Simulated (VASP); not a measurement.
Here is a VASP 6.6.1 calculation.

Contents of INCAR:

```
SYSTEM = Rh
ALGO     = Normal         ! electronic algorithm
EDIFF    = 1E-7           ! SCF threshold, eV
ENCUT    = 520            ! plane-wave cutoff, eV
GGA      = PS             ! functional
ISIF     = 2              ! what is computed and relaxed
ISMEAR   = -1             ! smearing method
LASPH    = .TRUE.         ! aspherical terms in the spheres
LCHARG   = .FALSE.        ! write CHGCAR
LREAL    = .FALSE.        ! projectors in reciprocal space
LWAVE    = .FALSE.        ! write WAVECAR
NBANDS   = 22             ! bands
NELM     = 80             ! most SCF steps
PREC     = Accurate       ! precision mode
SIGMA    = 0.05           ! smearing width, eV
```

File KPOINTS:

```
k-points
0
G
  11 11 6
  0 0 0
```

Contents of POSCAR:

```
Rh
1.0
    2.7309790422      0.0000000000      0.0000000000
   -1.3654895211      2.3650972278      0.0000000000
    0.0000000000      0.0000000000      4.4284890000
Rh
2
Direct
    0.3268750000      0.6463710000      0.2421170000
    0.6651250000      0.3500480000      0.7605450000
```

Potentials or basis: VASP PAW PBE potentials, release 64 (Rh_pv).

Run with:

```console
$ cat potpaw_PBE.64/Rh_pv/POTCAR > POTCAR
$ mpirun -np 1 vasp_std > vasp.out
```

**Question.** Predict the pressure.

**Answer.** -12.5 GPa.

**Question.** What does it give for the largest force?

**Answer.** 0.802 eV/Å.

**Question.** Estimate the band gap on the k mesh.

**Answer.** None (metal or under the smearing width).

Forces in eV/Å, atoms in the order of the input:
```
Rh  -0.156  0.327  0.715
Rh   0.156 -0.327 -0.715
```

Caveat: the PAW data sets were made with another functional, which shifts forces and pressure a little.
